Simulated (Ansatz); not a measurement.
Crystal: CdTe.

```
Te Cd
1.0
     0.00000    3.20500    3.20500
     3.20500    0.00000    3.20500
     3.20500    3.20500    0.00000
Te Cd
1 1
Cartesian
  4.8075 4.8075 4.8075
  0.0000 0.0000 0.0000
```

```yaml
Program: Ansatz 0.2.0
Task: relaxation of cell and atoms
Functional: revPBE
Potentials_or_basis: Ansatz PAW
Cutoff: "420 eV (not typed: the program's choice for these potentials)"
k_mesh: 7 × 7 × 7
Occupations: fermi-dirac, width 0.05 eV
Spin: no spin polarisation
```

At the start: volume 32.92 Å³/atom.

Q: Where does the relaxation end?

A: It ends after 5 steps and the volume is 37.46 Å³/atom (+13.8 %); space group F-43m (No. 216, to 0.05 Å).

Step by step:
| step | energy change (eV) | largest force (eV/Å) | volume (Å³) |
| --- | --- | --- | --- |
| 1 | 0.0000 | 0.0000 | 65.84 |
| 2 | -0.1351 | 0.0000 | 75.76 |
| 3 | -0.1361 | 0.0000 | 75.10 |
| 4 | -0.1361 | 0.0000 | 74.92 |
| 5 | -0.1377 | 0.0000 | 74.92 |

Final structure:
```
Te Cd
1.0
     0.00000    3.34601    3.34601
     3.34601    0.00000    3.34601
     3.34601    3.34601    0.00000
Te Cd
1 1
Cartesian
  5.0190 5.0190 5.0190
  0.0000 0.0000 0.0000
```

Caveat: the plane-wave basis is chosen anew once the cell has moved, so the energies of steps on either side of that aren't comparable; the volume moved by +14 % from the deposited cell, more than functionals usually miss; the PAW data sets come from PBE, with cores solved anew for the run's functional, which leaves a small shift of forces and pressure.
